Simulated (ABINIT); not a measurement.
# Beyond one shot: SiC (Moissanite)

Wanted: G0W0 and self-consistent gaps of SiC (Moissanite), with the cost of the cycles.

Method: PBE and many-body steps on it, plane waves, in ABINIT 10.8.3.

**Experimental background.**

- Gap 3.33 eV: band gap at cryogenic temperature; bulk crystal (literature value) (quoted in “Silicon carbide diodes for neutron detection”, 2020, arxiv:2009.14696).

## 1. The structure

It takes space group P6_3mc (No. 186, hexagonal). The conventional cell has a = 3.076 Å, b = 3.076 Å, c = 5.048 Å, α = 90.00°, β = 90.00°, γ = 120.00°. Nearest to Si lie 4 C at 1.87 to 1.94 Å. Nearest to C lie 4 Si at 1.87 to 1.94 Å. Farther neighbours are not listed.

The cell and positions come from the Crystallography Open Database and are kept as given unless a step says otherwise.

## 2. Empty states on the mesh, 3×3×4 mesh, 81 bands

This step: ABINIT 10.8.3; DFT, PBE, plane waves, norm-conserving pseudopotentials.

The sums over transitions need many empty states on a uniform mesh; this step solves for them.

The input, run.abi:

```
acell 3*1.0 Angstrom
rprim 
  3.075999999976 0.000000000005 0.000000000000
  -1.537999999993 2.663894142018 0.000000000000
  0.000000000000 0.000000000000 5.048000000000
ntypat 2
znucl 14 6
natom 4
typat 1 1 2 2
xred 
  0.333333333333 0.666666666667 0.000000000000
  0.666666666667 0.333333333333 0.500000000000
  0.333333333333 0.666666666667 0.385000000000
  0.666666666667 0.333333333333 0.885000000000
pp_dirpath "pseudos"
pseudos "Si.upf, C.upf"
ecut 37
ngkpt 3 3 4
nshiftk 1
shiftk 0 0 0
kptopt 1
chksymbreak 0
iscf -2
irdden 1
istwfk *1
nband 81
nbdbuf 6
tolwfr 1e-09
nstep 60
prtvol 0
indata_prefix "in"
outdata_prefix "out"
tmpdata_prefix "tmp"
```

On the command line:

```console
$ OMP_NUM_THREADS=1 mpirun -n 4 abinit run.abi > log
```

Numbers of over 12 decimals in the logs are rounded to 6 here.

The log of the run:

```text
.Version 10.8.3 of ABINIT. v10.8.2 released Aug 2026.

 Symmetries : space group P6_3 m c (#186); Bravais hP (primitive hexag.)
[... echo of the input left out ...]
== DATASET  1 ==================================================================
-   mpi_nproc: 4, omp_nthreads: 1 (-1 if OMP is not activated)

--- !DatasetInfo
iteration_state: {dtset: 1, }
dimensions: {natom: 4, nkpt: 9, mband: 81, nsppol: 1, nspinor: 1, nspden: 1, mpw: 3018, }
cutoff_energies: {ecut:  37.0, pawecutdg:  -1.0, }
[...]
2.47508    2.49814    2.50122    2.50122    2.57580    2.57580    2.58428    2.62559
   2.66685    2.66685    2.71004    2.71004    2.77954    2.80982    2.80982    2.85896
   2.88480
 prteigrs : prtvol=0 or 1, do not print more k-points.

== END DATASET(S) ==============================================================
================================================================================

 -outvars: echo values of variables after computation  --------
            nband          81
             nkpt           9
          spgroup         186
 [... the other variables as echoed above ...]

 Calculation completed.
```

Wall time 17 s (4 MPI ranks of Intel Xeon Platinum 8488C (Sapphire Rapids), shared host); peak memory 0.32 GiB; 65 s of CPU time.

This step gave:

- gap: 2.329 eV
- k of the valence top: 0, 0, 0
- k of the conduction bottom: 0.3333, 0.3333, 0
- least direct gap: 4.403 eV
- k points computed: 9
- lowest point of the top converged band, above the valence top: 66.6053 eV

On this mesh the gap is 2.329 eV.

The density comes from a self-consistent run that is not shown.

## 3. Screening, 3×3×4 mesh, 75 bands, screening to 136.1 eV

The RPA dielectric matrix is built and inverted for each q.

This step: RPA screening on PBE, plane waves, norm-conserving pseudopotentials.

run.abi, as its differences from that of step 2:

```diff
@@ -22,10 +22,11 @@
 chksymbreak 0
-iscf -2
-irdden 1
 istwfk *1
-nband 81
-nbdbuf 6
-tolwfr 1e-09
-nstep 60
-prtvol 0
+occopt 1
+irdwfk 1
+optdriver 3
+nband 75
+ecuteps 5
+inclvkb 2
+awtr 1
+symchi 1
 indata_prefix "in"
```

The log of the run:

```text
.Version 10.8.3 of ABINIT. v10.8.2 released Aug 2026.

 Symmetries : space group P6_3 m c (#186); Bravais hP (primitive hexag.)
[... echo of the input left out ...]
== DATASET  1 ==================================================================
-   mpi_nproc: 4, omp_nthreads: 1 (-1 if OMP is not activated)

--- !DatasetInfo
iteration_state: {dtset: 1, }
dimensions: {natom: 4, nkpt: 9, mband: 75, nsppol: 1, nspinor: 1, nspden: 1, mpw: 3018, }
cutoff_energies: {ecut:  37.0, pawecutdg:  -1.0, }
electrons: {nelect:   1.60000000E+01, charge:   0.00000000E+00, occopt:   1.00000000E+00, tsmear:   1.00000000E-02, }

 SCREENING: Calculation of the susceptibility and dielectric matrices

 Based on a program developped by R.W. Godby, V. Olevano, G. Onida, and L. Reining.
 Incorporated in ABINIT by V. Olevano, G.-M. Rignanese, and M. Torrent.
.Using double precision arithmetic ; gwpc =  8

[... cell and pseudopotentials left out ...]
--------------------------------------------------------------------------------

 ==== K-mesh for the wavefunctions ====
 Number of points in the irreducible wedge :     9
[... list of points left out ...]
 Together with 12 symmetry operations and time-reversal symmetry
 yields    36 points in the full Brillouin Zone.

 ==== Q-mesh for the screening function ====
 Number of points in the irreducible wedge :     9
[... list of points left out ...]
 Together with 12 symmetry operations and time-reversal symmetry
 yields    36 points in the full Brillouin Zone.

 setmesh: FFT mesh size selected  =    20x   20x   36
          total number of points  =        14400

 vcoul_init : cutoff-mode = AUXILIARY_FUNCTION
 q-points for optical limit:   1
     1)      0.000010    0.000020    0.000030

- screening: taking advantage of time-reversal symmetry
- Maximum band index for partially occupied states nbvw = 8
- Remaining bands to be divided among processors   nbcw = 67
- Number of bands treated by each node ~16

 Number of electrons calculated from density =   16.0000; Expected =   16.0000
 average of density, n =  0.057319
 r_s =    1.6089
 omega_plasma =   23.0944 [eV]

 calculating chi0 at frequencies [eV] :
  1    0.000000E+00    0.000000E+00
  2    0.000000E+00    2.309436E+01

--------------------------------------------------------------------------------
  q-point number  1        q = ( 0.000000, 0.000000, 0.000000) [r.l.u.]
--------------------------------------------------------------------------------
[... chi0 elements left out ...]
 For q-point:  0.000010 0.000020 0.000030
  dielectric constant =   8.9409
  dielectric constant without local fields =   9.7739

  Average fulfillment of the sum rule on Im[epsilon] for q-point    1 :     77.42  [%]
[... wings left out ...]
  q-point number  2        q = ( 0.333333, 0.000000, 0.000000) [r.l.u.]
--------------------------------------------------------------------------------
[... chi0 elements left out ...]
  Average fulfillment of the sum rule on Im[epsilon] for q-point    2 :     82.41  [%]

 [... 7 further q-points ...]
```

Elapsed: 7.3 s, on 4 MPI ranks; peak memory 0.55 GiB.

This step gave:

```
ε∞ with local fields, on this mesh, along the program's q direction : 8.941
the same without local fields                                       : 9.774
plasma frequency                                                    : 23.09 eV
plane waves in the screening matrix                                 : 135
```

Local fields lower ε∞ by 9 %. On a Γ-centred mesh this coarse the value itself is usually too large, while a short band sum pulls it down.

## 4. G0W0

The self-energy is evaluated for the states that the input lists, and the levels follow from it, in one-shot runs by the linearised quasiparticle equation.

This step: G0W0 on PBE, plane waves, norm-conserving pseudopotentials.

run.abi, as its differences from that of step 3:

```diff
@@ -25,8 +25,19 @@
 irdwfk 1
-optdriver 3
+optdriver 4
 nband 75
+gwcalctyp 0
+ecutsigx 37
+symsigma 1
+nkptgw 3
+kptgw 
+  0.0000000000 0.0000000000 0.0000000000
+  0.3333333333 0.3333333333 0.0000000000
+  0.3333333333 0.0000000000 0.0000000000
+bdgw 
+  6 10
+  7 10
+  7 10
 ecuteps 5
-inclvkb 2
-awtr 1
-symchi 1
+irdscr 1
+ppmodel 1
 indata_prefix "in"
```

The log of the run:

```text
.Version 10.8.3 of ABINIT. v10.8.2 released Aug 2026.

 Symmetries : space group P6_3 m c (#186); Bravais hP (primitive hexag.)
[... echo of the input left out ...]
== DATASET  1 ==================================================================
-   mpi_nproc: 4, omp_nthreads: 1 (-1 if OMP is not activated)

--- !DatasetInfo
iteration_state: {dtset: 1, }
dimensions: {natom: 4, nkpt: 9, mband: 75, nsppol: 1, nspinor: 1, nspden: 1, mpw: 3018, }
cutoff_energies: {ecut:  37.0, pawecutdg:  -1.0, }
electrons: {nelect:   1.60000000E+01, charge:   0.00000000E+00, occopt:   1.00000000E+00, tsmear:   1.00000000E-02, }

 SIGMA: Calculation of the GW corrections

 Based on a program developped by R.W. Godby, V. Olevano, G. Onida, and L. Reining.
 Incorporated in ABINIT by V. Olevano, G.-M. Rignanese, and M. Torrent.
.Using double precision arithmetic ; gwpc =  8

[... cell and pseudopotentials left out ...]
--------------------------------------------------------------------------------

 ==== K-mesh for the wavefunctions ====
 Number of points in the irreducible wedge :     9
[... list of points left out ...]
 Together with 12 symmetry operations and time-reversal symmetry
 yields    36 points in the full Brillouin Zone.

 ==== Q-mesh for screening function ====
 Number of points in the irreducible wedge :     9
[... list of points left out ...]
 Together with 12 symmetry operations and time-reversal symmetry
 yields    36 points in the full Brillouin Zone.

 vcoul_init : cutoff-mode = AUXILIARY_FUNCTION
 q-points for optical limit:   1
     1)      0.000010    0.000020    0.000030
 setmesh: FFT mesh size selected  =    27x   27x   54
          total number of points  =        39366

 Number of electrons calculated from density =   16.0000; Expected =   16.0000
 average of density, n =  0.057319
 r_s =    1.6089
 omega_plasma =   23.0944 [eV]

 === KS Band Gaps ===
  >>>> For spin  1
   Minimum direct gap =   4.4029 [eV], located at k-point      :   0.3333  0.0000  0.0000
   Fundamental gap    =   2.3294 [eV], Top of valence bands at :   0.0000  0.0000  0.0000
                                       Bottom of conduction at :   0.3333  0.3333  0.0000
 SIGMA fundamental parameters:
 PLASMON POLE MODEL  1
 number of plane-waves for SigmaX                 2997
 number of plane-waves for SigmaC and W            135
 number of plane-waves for wavefunctions          2997
 number of bands                                    75
 number of independent spin polarizations            1
 number of spinorial components                      1
 number of k-points in IBZ                           9
 number of q-points in IBZ                           9
 number of symmetry operations                      12
 number of k-points in BZ                           36
 number of q-points in BZ                           36
 number of frequencies for dSigma/dE                 9
 frequency step for dSigma/dE [eV]                0.25
 number of omega for Sigma on real axis              0
 max omega for Sigma on real axis  [eV]           0.00
 zcut for avoiding poles [eV]                     0.10

 EPSILON^-1 parameters (SCR file):
 dimension of the eps^-1 matrix on file            135
 dimension of the eps^-1 matrix used               135
 number of plane-waves for wavefunctions          2997
 number of bands                                    75
 number of q-points in IBZ                           9
 number of frequencies                               2
 number of real frequencies                          1
 number of imag frequencies                          1

 matrix elements of self-energy operator (all in [eV])

 Perturbative Calculation

--- !SelfEnergy_ee
iteration_state: {dtset: 1, }
kpoint     : [   0.000,    0.000,    0.000, ]
spin       : 1
KS_gap     :    4.620
QP_gap     :    5.352
Delta_QP_KS:    0.733
data: !SigmaeeData |
     Band     E0 <VxcDFT>   SigX SigC(E0)      Z dSigC/dE  Sig(E)    E-E0       E
        6   6.864 -15.103 -17.533   2.444   0.800  -0.249 -15.092   0.012   6.875
        7   6.864 -15.103 -17.533   2.444   0.800  -0.249 -15.092   0.012   6.875
        8   7.139 -14.893 -16.523   1.782   0.806  -0.240 -14.771   0.122   7.261
        9  11.758 -12.138  -6.590  -4.494   0.811  -0.232 -11.282   0.855  12.613
       10  13.157 -12.743  -7.282  -4.476   0.804  -0.243 -11.951   0.792  13.949

--- !SelfEnergy_ee
iteration_state: {dtset: 1, }
kpoint     : [   0.333,    0.333,    0.000, ]
spin       : 1
KS_gap     :    6.371
QP_gap     :    7.275
Delta_QP_KS:    0.904
data: !SigmaeeData |
     Band     E0 <VxcDFT>   SigX SigC(E0)      Z dSigC/dE  Sig(E)    E-E0       E
        7   3.097 -12.978 -16.335   2.888   0.792  -0.263 -13.349  -0.371   2.726
[...]
--- !SelfEnergy_ee
iteration_state: {dtset: 1, }
kpoint     : [   0.333,    0.000,    0.000, ]
spin       : 1
KS_gap     :    4.403
QP_gap     :    5.216
Delta_QP_KS:    0.813
data: !SigmaeeData |
     Band     E0 <VxcDFT>   SigX SigC(E0)      Z dSigC/dE  Sig(E)    E-E0       E
[...]
8   5.937 -14.681 -17.412   2.570   0.799  -0.252 -14.810  -0.129   5.807
        9  10.339 -10.652  -5.654  -4.169   0.825  -0.212  -9.968   0.684  11.024
       10  11.974 -11.345  -6.155  -4.201   0.818  -0.222 -10.536   0.809  12.783

== END DATASET(S) ==============================================================
================================================================================

 -outvars: echo values of variables after computation  --------
           etotal      0.0000000000E+00
            nband          75
             nkpt           9
          spgroup         186
 [... the other variables as echoed above ...]

 Calculation completed.
```

Wall time 4.9 s (4 MPI ranks); peak memory 0.52 GiB; 19 s of CPU time.

Numbers from this step:

| Item | Value |
| --- | --- |
| G0W0 gap on the points computed | 2.740 eV |
| starting gap on the mesh | 2.329 eV |
| k of the valence top | 0, 0, 0 |
| k of the conduction bottom | 0.3333, 0.3333, 0 |
| Z at the valence top | 0.806 |
| Z at the conduction bottom | 0.834 |
| least direct G0W0 gap on the computed points | 5.217 eV |

The gap on the mesh goes from 2.33 eV to 2.74 eV, a correction of +0.41 eV.

## 5. QSGW, cycle 1

This step: QSGW on PBE, plane waves, norm-conserving pseudopotentials.

run.abi, as its differences from that of step 4:

```diff
@@ -27,14 +27,26 @@
 nband 75
-gwcalctyp 0
+gwcalctyp 28
 ecutsigx 37
-symsigma 1
-nkptgw 3
+symsigma 0
+nkptgw 9
 kptgw 
   0.0000000000 0.0000000000 0.0000000000
+  0.3333333333 0.0000000000 0.0000000000
   0.3333333333 0.3333333333 0.0000000000
-  0.3333333333 0.0000000000 0.0000000000
+  0.0000000000 0.0000000000 0.2500000000
+  0.3333333333 0.0000000000 0.2500000000
+  0.3333333333 0.3333333333 0.2500000000
+  0.0000000000 0.0000000000 0.5000000000
+  0.3333333333 0.0000000000 0.5000000000
+  0.3333333333 0.3333333333 0.5000000000
 bdgw 
-  6 10
-  7 10
-  7 10
+  1 22
+  1 22
+  1 22
+  1 22
+  1 22
+  1 22
+  1 22
+  1 22
+  1 22
 ecuteps 5
@@ -42,2 +54,3 @@
 ppmodel 1
+rhoqpmix 0.3
 indata_prefix "in"
```

The log of the run:

```text
.Version 10.8.3 of ABINIT. v10.8.2 released Aug 2026.

 Symmetries : space group P6_3 m c (#186); Bravais hP (primitive hexag.)
[... echo of the input left out ...]
== DATASET  1 ==================================================================
-   mpi_nproc: 4, omp_nthreads: 1 (-1 if OMP is not activated)

--- !DatasetInfo
iteration_state: {dtset: 1, }
dimensions: {natom: 4, nkpt: 9, mband: 75, nsppol: 1, nspinor: 1, nspden: 1, mpw: 3018, }
cutoff_energies: {ecut:  37.0, pawecutdg:  -1.0, }
electrons: {nelect:   1.60000000E+01, charge:   0.00000000E+00, occopt:   1.00000000E+00, tsmear:   1.00000000E-02, }

 SIGMA: Calculation of the GW corrections

 Based on a program developped by R.W. Godby, V. Olevano, G. Onida, and L. Reining.
 Incorporated in ABINIT by V. Olevano, G.-M. Rignanese, and M. Torrent.
.Using double precision arithmetic ; gwpc =  8

[... cell and pseudopotentials left out ...]
--------------------------------------------------------------------------------

 ==== K-mesh for the wavefunctions ====
 Number of points in the irreducible wedge :     9
[... list of points left out ...]
 Together with 12 symmetry operations and time-reversal symmetry
 yields    36 points in the full Brillouin Zone.

 ==== Q-mesh for screening function ====
 Number of points in the irreducible wedge :     9
[... list of points left out ...]
 Together with 12 symmetry operations and time-reversal symmetry
 yields    36 points in the full Brillouin Zone.

 vcoul_init : cutoff-mode = AUXILIARY_FUNCTION
 q-points for optical limit:   1
     1)      0.000010    0.000020    0.000030
 setmesh: FFT mesh size selected  =    27x   27x   54
          total number of points  =        39366

 Number of electrons calculated from density =   16.0000; Expected =   16.0000
[...]
QP_gap     :    7.228
Delta_QP_KS:    1.178
data: !SigmaeeData |
     Band     E_DFT   <VxcDFT>   E(N-1)  <Hhartree>   SigX  SigC[E(N-1)]    Z     dSigC/dE  Sig[E(N)]  DeltaE  E(N)_pert E(N)_diago
[...]
--- !SelfEnergy_ee
iteration_state: {dtset: 1, }
kpoint     : [   0.333,    0.333,    0.500, ]
spin       : 1
KS_gap     :    6.572
QP_gap     :    7.665
Delta_QP_KS:    1.094
data: !SigmaeeData |
     Band     E_DFT   <VxcDFT>   E(N-1)  <Hhartree>   SigX  SigC[E(N-1)]    Z     dSigC/dE  Sig[E(N)]  DeltaE  E(N)_pert E(N)_diago
[...]
21    28.472   -12.290    28.472    40.762    -3.770    -7.651     1.000     0.000   -11.422     0.868    29.341    29.365
       22    28.472   -12.290    28.472    40.762    -3.770    -7.651     1.000     0.000   -11.422     0.868    29.341    29.365

 New Fermi energy :        3.192516E-01 Ha ,    8.687279E+00 eV
 New Exchange energy :    -5.319701E+00 Ha ,   -1.447564E+02 eV

 === QP Band Gaps ===
  >>>> For spin  1
   Minimum direct gap =   5.3964 [eV], located at k-point      :   0.3333  0.0000  0.0000
   Fundamental gap    =   2.8072 [eV], Top of valence bands at :   0.0000  0.0000  0.0000
                                       Bottom of conduction at :   0.3333  0.3333  0.0000

 writing QP data on file : out_QPS

 Convergence of QP corrections
 >>>>> For spin  1 <<<<<
.  kptgw no:  1; Maximum DeltaE = (   1.546   0.007) for band index: 16
.  kptgw no:  2; Maximum DeltaE = (   1.459   0.000) for band index: 15
.  kptgw no:  3; Maximum DeltaE = (   1.683  -0.001) for band index: 13
[...]
.  kptgw no:  8; Maximum DeltaE = (   1.575  -0.003) for band index: 16
.  kptgw no:  9; Maximum DeltaE = (   1.581  -0.001) for band index: 13

== END DATASET(S) ==============================================================
================================================================================

 -outvars: echo values of variables after computation  --------
           etotal      0.0000000000E+00
            nband          75
             nkpt           9
          spgroup         186
 [... the other variables as echoed above ...]

 Calculation completed.
```

It took 56 s on 4 MPI ranks; peak memory 1.1 GiB; 3.7 min of CPU time.

This step gave:

```yaml
quasiparticle_gap_on_the_mesh: 2.807 eV
gap_of_the_density_functional_on_the_mesh: 2.329 eV
k_of_the_valence_top: 0, 0, 0
k_of_the_conduction_bottom: 0.3333, 0.3333, 0
z_at_the_valence_top: 1
z_at_the_conduction_bottom: 1
least_direct_quasiparticle_gap_on_the_computed_points: 5.396 eV
```

Against G0W0 in ABINIT (3×3×4 mesh, 75 bands, screening to 136.1 eV, Godby-Needs plasmon pole), the gap moves by +0.067 eV.

(Part 1 of 3 ends here.)

[Paths, hosts, dates, memory and timing lines, banners, echoed tables and standing remarks are left out of the program output.]

[Logs are printed without paths, hosts, clocks, repeated set-up lines and the standing remarks that a program may print on its own settings, such as how far it seeks lower states.]

[Runs of the session that timed out or met a known fault of the program may be left out.]

[Hosts, paths, dates, database ids (printed as entryN), source tags and the programs' standing remarks are cut or masked in the printed files.]

[G0W0 gaps are taken among the corrected bands and points alone; a level outside them can change the order at an edge.]

[Where Ansatz stands beside ABINIT at settings called matched, ABINIT's density can come from a denser mesh and the files from another edition; pairs whose starting gaps differed by over 0.03 eV were left out, so agreement reads better than it is.]
